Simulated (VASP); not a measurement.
## A single sheet of MgI2 in VASP

Aim: model a single sheet of MgI2 by a slab and find how far its highest filled level lies below the vacuum.

Method: PBEsol; plane waves and PAW (I, Mg), in VASP 6.6.1.

Most raw output is cut from this account.

## 1. The structure

The cell holds 3 atoms: 2 I and 1 Mg. Cell: a = 4.140 Å, b = 4.140 Å, c = 18.440 Å, α = 90.0°, β = 90.0°, γ = 120.0°. It derives from MgI2. 1 sheet cut from a layered arrangement of the crystal. Vacuum lies along c.

## 2. Relaxing the slab

All atoms relax at the fixed cell.

File INCAR:

```
SYSTEM = MgI2
PREC = Normal
ENCUT = 300
EDIFF = 1E-05
NELM = 120
ISMEAR = 0
SIGMA = 0.05
LREAL = .FALSE.
ALGO = Fast
GGA = PS
NBANDS = 14
LORBIT = 11
LWAVE = .FALSE.
LCHARG = .FALSE.
KPAR = 2
IBRION = 2
NSW = 40
ISIF = 2
EDIFFG = -0.03
POTIM = 0.4
MAXMIX = 40
IDIPOL = 3
LDIPOL = .TRUE.
DIPOL = 0.5 0.5 0.5
```

File POSCAR:

```
MgI2
1.0
    4.1400000000      0.0000000000      0.0000000000
   -2.0700000000      3.5853451720      0.0000000000
    0.0000000000      0.0000000000     18.4400000000
I Mg
2 1
Direct
    0.3333333330      0.6666666670      0.5932754880
    0.6666666670      0.3333333330      0.4067245120
    0.0000000000      0.0000000000      0.5000000000
```

File KPOINTS:

```
Automatic mesh
0
Gamma
9 9 1
0 0 0
```

The projector-augmented-wave data sets are I and Mg (PBE family, release 64).

The run is started by

```sh
mpirun -np 2 vasp_std
```

Wall time 12 s (2 MPI ranks of AMD EPYC 7R43, shared host); peak memory 0.3 GiB; 23 s of CPU time.

The gap is read on the k-mesh alone, so it is an upper bound where the band edges lie off the mesh. The PAW data sets were made with PBE, which is usual practice but a small mismatch for other functionals. The run keeps the 12 symmetry operations of its start, so it cannot find a distortion of lower symmetry.

Step by step:

| step | energy less that of the first step (eV) | largest force (eV/Å) |
| --- | --- | --- |
| 1 | 0.0000 | 0.2665 |
| 2 | -0.0051 | 0.2184 |
| 3 | -0.0119 | 0.1250 |
| 4 | -0.0144 | 0.0722 |
| 5 | -0.0153 | 0.0095 |

The atoms that moved most (Å):

| atom | dx | dy | dz | length |
| --- | --- | --- | --- | --- |
| I2 | 0.000 | 0.000 | 0.055 | 0.055 |
| I1 | 0.000 | 0.000 | -0.055 | 0.055 |

Final coordinates:

```xyz
3
Lattice="4.1400 0.0000 0.0000 -2.0700 3.5853 0.0000 0.0000 0.0000 18.4400" Properties=species:S:1:pos:R:3
I     0.0000    2.3902   10.8850
I     2.0700    1.1951    7.5550
Mg    0.0000    0.0000    9.2200
```

Numbers from this step:

| Quantity | Value |
| --- | --- |
| electronic cycles | 35 |
| electrons | 16 |
| free energy (TOTEN) | -8.399 eV |
| Fermi energy | -2.961 eV |
| labelled metallic, from the levels on this mesh | no |
| dipole moment | 0, 0, 0 e·Å |
| gap on the k-mesh | 3.666 eV |
| least direct gap on the k-mesh | 4.053 eV |

The run ended after 5 ionic steps, 0.015 eV below its first step, once the forces on the free atoms met EDIFFG = -0.03.

Only the dipole across the slab is computed (IDIPOL = 3); zeros along the plane are no results.

## 3. Potential and states of the slab

A static run writes the electrostatic potential without exchange and correlation (LVHAR), which is flat in the vacuum and gives the level to count from. The dipole correction cancels the field that unlike faces would set up across the vacuum.

File INCAR:

```
SYSTEM = MgI2
PREC = Normal
ENCUT = 300
EDIFF = 1E-06
NELM = 120
ISMEAR = 0
SIGMA = 0.05
LREAL = .FALSE.
ALGO = Fast
GGA = PS
NBANDS = 21
LORBIT = 11
LWAVE = .FALSE.
LCHARG = .TRUE.
IDIPOL = 3
LDIPOL = .TRUE.
DIPOL = 0.5 0.5 0.5
LVHAR = .TRUE.
LVACPOTAV = .TRUE.
LELF = .TRUE.
NEDOS = 1500
```

File POSCAR:

```
MgI2
1.0
    4.1400000000      0.0000000000      0.0000000000
   -2.0700000000      3.5853451720      0.0000000000
    0.0000000000      0.0000000000     18.4400000000
I Mg
2 1
Direct
    0.3333333330      0.6666666670      0.5902922217
    0.6666666670      0.3333333330      0.4097077783
    0.0000000000      0.0000000000      0.5000000000
```

KPOINTS is that of step 2.

File KPOINTS_OPT:

```
Line mode
14
Line-mode
Reciprocal
  0.00000000   0.00000000   0.00000000 GAMMA
  0.50000000   0.00000000   0.00000000 M

  0.50000000   0.00000000   0.00000000 M
  0.33333333   0.33333333   0.00000000 K

  0.33333333   0.33333333   0.00000000 K
  0.00000000   0.00000000   0.00000000 GAMMA
```

The run is started by

```sh
mpirun -np 2 vasp_std
```

Elapsed: 21 s, on 2 MPI ranks; peak memory 0.28 GiB; 40 s of CPU time.

Numbers from this step:

* electronic cycles: 20
* Fermi energy: -2.990 eV
* least gap on mesh and path: 3.613 eV
* least direct gap on mesh and path: 4.052 eV
* vacuum levels: 3.199, 3.199 eV
* ionisation potentials of the upper and lower face: 6.408, 6.408 eV
* electron affinities of the upper and lower face: 2.795, 2.795 eV

Electronic bands along the path, in eV, zero at the valence-band top; v1 is the highest filled band, c1 the lowest empty one:

| point | v4 | v3 | v2 | v1 | c1 | c2 | c3 | c4 |
| --- | --- | --- | --- | --- | --- | --- | --- | --- |
| Γ | -0.29 | -0.29 | 0.00 | 0.00 | 4.05 | 4.81 | 6.06 | 6.16 |
| 0.46 of the way | -1.22 | -0.77 | -0.55 | -0.18 | 4.60 | 5.48 | 6.12 | 6.59 |
| M | -1.41 | -1.20 | -0.73 | -0.47 | 3.61 | 5.39 | 5.58 | 6.57 |
| 0.46 of the way | -1.81 | -1.49 | -0.81 | -0.66 | 4.15 | 6.08 | 6.12 | 6.77 |
| K | -2.51 | -1.99 | -0.79 | -0.79 | 4.46 | 6.42 | 6.42 | 7.97 |
| 0.46 of the way | -1.78 | -0.90 | -0.84 | -0.44 | 4.78 | 5.97 | 6.29 | 6.79 |
| Γ | -0.29 | -0.29 | 0.00 | 0.00 | 4.05 | 4.81 | 6.06 | 6.16 |

Of the projections kept (I, Mg), the largest for each band there; the rest of the weight can lie on other orbitals:

| point | v4 | v3 | v2 | v1 | c1 | c2 | c3 | c4 |
| --- | --- | --- | --- | --- | --- | --- | --- | --- |
| Γ | I 0.99 | I 0.99 | I 0.98 | I 0.98 | I 0.63 | I 0.71 | I 0.69 | I 1.00 |
| M | I 0.97 | I 0.96 | I 0.99 | I 0.99 | Mg 0.54 | I 0.79 | I 0.84 | I 0.70 |
| K | I 0.96 | I 0.95 | I 0.99 | I 0.99 | I 0.54 | I 0.78 | I 0.78 | I 0.85 |
| Γ | I 0.99 | I 0.99 | I 0.98 | I 0.98 | I 0.63 | I 0.71 | I 0.69 | I 1.00 |

The density of states has structure finer than the step of the table below, so its rows give means over 1 eV, whole bins alone (the curve runs from -12.0 to 11.5 eV). Peaks (eV: height): total -11.1: 11.2, -0.5: 10.0, 6.6: 9.81, 8.4: 10.0; I s -11.1: 8.48; I p -2.9: 2.35, -1.6: 3.94, -1.0: 3.55, -0.5: 5.52; I d 6.6: 0.885, 7.4: 0.738, 8.9: 0.880, 10.1: 0.828; Mg s -3.3: 0.249, 4.2: 0.420, 4.4: 0.636, 4.6: 0.681.

Means over bins of 0.085 eV. Density of states against energy, zero at the valence-band top; means over each step; values in states/eV/cell:

| energy (eV) | total | I s | I p | I d | Mg s | Mg p |
| --- | --- | --- | --- | --- | --- | --- |
| -11 | 3.21 | 2.38 | 0.00407 | 7.7e-5 | 0.00253 | 0.00566 |
| -10 | 0 | 0 | 0 | 0 | 0 | 0 |
| -9 | 0 | 0 | 0 | 0 | 0 | 0 |
| -8 | 0 | 0 | 0 | 0 | 0 | 0 |
| -7 | 0 | 0 | 0 | 0 | 0 | 0 |
| -6 | 0 | 0 | 0 | 0 | 0 | 0 |
| -5 | 0 | 0 | 0 | 0 | 0 | 0 |
| -4 | 0.175 | 0.00136 | 0.0579 | 5.3e-4 | 0.0104 | 3.3e-5 |
| -3 | 2.99 | 0.0615 | 1.07 | 0.00736 | 0.109 | 0.0246 |
| -2 | 2.26 | 0.00803 | 0.994 | 0.00691 | 0.00509 | 0.0382 |
| -1 | 4.81 | 0.00984 | 2.50 | 0.00758 | 0.00557 | 0.0373 |
| 0 | 1.74 | 0.00160 | 0.991 | 0.00193 | 5.9e-4 | 0.00731 |
| 1 | 0 | 0 | 0 | 0 | 0 | 0 |
| 2 | 0 | 0 | 0 | 0 | 0 | 0 |
| 3 | 8.7e-4 | 1.4e-5 | 6.4e-5 | 5.5e-5 | 1.5e-4 | 1.3e-6 |
| 4 | 1.16 | 0.0260 | 0.140 | 0.0645 | 0.199 | 0.00383 |
| 5 | 1.37 | 0.0648 | 0.147 | 0.0736 | 0.142 | 0.0323 |
| 6 | 3.41 | 0.0903 | 0.176 | 0.250 | 0.0147 | 0.0961 |
| 7 | 5.31 | 0.0576 | 0.307 | 0.479 | 0.0112 | 0.298 |
| 8 | 4.36 | 0.0207 | 0.240 | 0.301 | 0.0125 | 0.0836 |
| 9 | 4.39 | 0.0215 | 0.264 | 0.326 | 0.0128 | 0.0465 |
| 10 | 5.19 | 0.0238 | 0.199 | 0.442 | 0.0207 | 0.0653 |
| 11 | 2.75 | 0.0117 | 0.0889 | 0.183 | 0.00792 | 0.0371 |

Zero at the Fermi level. Planar average of the electrostatic potential against height:

| height (Å) | planar average of the electrostatic potential (eV) |
| --- | --- |
| 0.0 | 6.19 |
| 0.5 | 6.19 |
| 1.0 | 6.19 |
| 1.5 | 6.19 |
| 2.0 | 6.19 |
| 2.5 | 6.19 |
| 3.0 | 6.19 |
| 3.5 | 6.19 |
| 4.0 | 6.19 |
| 4.5 | 6.18 |
| 5.0 | 6.16 |
| 5.5 | 6.07 |
| 6.0 | 5.67 |
| 6.5 | 3.88 |
| 7.0 | -4.37 |
| 7.5 | -11.1 |
| 8.0 | -7.75 |
| 8.5 | -0.961 |
| 9.0 | -1.28 |
| 9.5 | -1.18 |
| 10.0 | -1.36 |
| 10.5 | -8.63 |
| 11.0 | -10.8 |
| 11.5 | -3.11 |
| 12.0 | 4.29 |
| 12.5 | 5.75 |
| 13.0 | 6.09 |
| 13.5 | 6.17 |
| 14.0 | 6.18 |
| 14.5 | 6.19 |
| 15.0 | 6.19 |
| 15.5 | 6.19 |
| 16.0 | 6.19 |
| 16.5 | 6.19 |
| 17.0 | 6.19 |
| 17.5 | 6.19 |
| 18.0 | 6.19 |

Density of states in the PAW spheres, an atom over height of the layer and energy from the Fermi level.

Ten even steps from '_' (0.00 states/eV) to '@' (2.22 states/eV), each cell a mean:
```
______
______
::__::
@@__@@
==__==
--__--
--__--
..__..
::__::
--__--
::__::
______
______
______
______
______
______
______
______
______
______
______
```
Columns: height of the layer (Å) from 7.6 to 10.9; rows upwards: energy from the Fermi level (eV) from -7.9 to 0.5.

Electrostatic potential energy in the ca plane at fractional y = 0.000, with atoms of Mg within 0.2 Å of it. With pseudopotentials it is smooth inside the atoms' cores, unlike the true potential.

Ten even steps from '0' (-13 eV) to '9' (3 eV), each cell a mean:
```
99999999999999999985000037899999999999999999
99999999999999999886410257899999999999999999
99999999999999998877765677789999999999999999
99999999999999997656788876578999999999999999
99999999999999997556788875568999999999999999
99999999999999998667777776678999999999999999
99999999999999999887643567889999999999999999
99999999999999999986200047899999999999999999
99999999999999999985000027899999999999999999
```
Columns run along c (18.4 Å; values clipped at the 3rd and 97th percentile), rows up along a (4.1 Å). Atoms in or near the plane, at fractional coordinates: Mg at (0.50, 0.00).

ELF in the ca plane at fractional y = 0.000, with atoms of Mg within 0.2 Å of it. It is the smooth field of the valence electrons, not physical close to the nuclei.

Ten even steps from '0' (0.00) to '9' (0.83), each cell a mean:
```
00000000000000000011100011100000000000000000
00000000000000012345421355431000000000000000
00000001000000247888632578876310000000100000
00000000002002479999731589998631000000000000
00000000000002589999731589999741000000000000
00000100000001368999732589997521003001000000
00000000000000124677631467653200000000000000
00000000000000001123210133210000000000000000
00000000000000000001000011000000000000000000
```
Columns run along c (18.4 Å), rows up along a (4.1 Å). Atoms in or near the plane, at fractional coordinates: Mg at (0.50, 0.00).

Valence density in the ca plane at fractional y = 0.000, with atoms of Mg within 0.2 Å of it. It is the smooth field of the valence electrons, not physical close to the nuclei.

Ten even steps from '0' (0.00 e/Å³) to '9' (0.34 e/Å³), each cell a mean:
```
00000000000000000111100111100000000000000000
00000000000000001223211223210000000000000000
00000000000000012455322345531000000000000000
00000000000000024797422368863100000000000000
00000000000000025898422369973100000000000000
00000000000000013676422357752100000000000000
00000000000000002344322234321000000000000000
00000000000000000122211122110000000000000000
00000000000000000011100111100000000000000000
```
Columns run along c (18.4 Å), rows up along a (4.1 Å). Atoms in or near the plane, at fractional coordinates: Mg at (0.50, 0.00).

The density of states holds every band computed, so its fall toward the upper end of the range is no gap.

The map of layer states is cut here 0.5 eV above the Fermi level, so it leaves out the states above that.

The vacuum level lies 6.41 eV above the highest filled level at the upper face; both faces agree, as the slab has next to no dipole.

The program found no field-free point at its default tolerance, but its printed level agrees with the flat part of the planar average.

## 4. Derived quantities

This step: slab, PBEsol; plane waves and PAW (VASP 6.6.1).

No new run; the numbers come from the runs before.

Numbers from this step:

```yaml
ionisation_potential_at_the_upper_face: 6.408 eV
```

## 5. Summary of results

| Property | Result |
| --- | --- |
| ionisation potential of the slab | 6.41 eV |

**Reading.** The ionisation potential is 6.41 eV at both faces. The atom that ends on top (I) moved inwards by 0.06 Å, counted from the mean of all atoms. Semilocal band edges put the ionisation potential too low and the gap too small. Spin-orbit coupling is left out, which matters for the heavy elements here. The cell in the plane was kept as given and was not relaxed here. The slab has a gap, so the level below the vacuum is counted from the highest filled level.

[Lines on the potential files, build, host, timing and source positions are cut from VASP's logs without a mark.]

[Logs are printed without paths, hosts, clocks, repeated set-up lines and the standing remarks that a program may print on its own settings, such as how far it seeks lower states.]

[Hosts, paths, dates, database ids (printed as entryN), source tags and the programs' standing remarks are cut or masked in the printed files.]

[In band tables of VASP the shares of atoms and orbitals are scaled to a sum of 1 inside the atoms' spheres.]

[Runs that stopped without an error message from VASP are left out.]
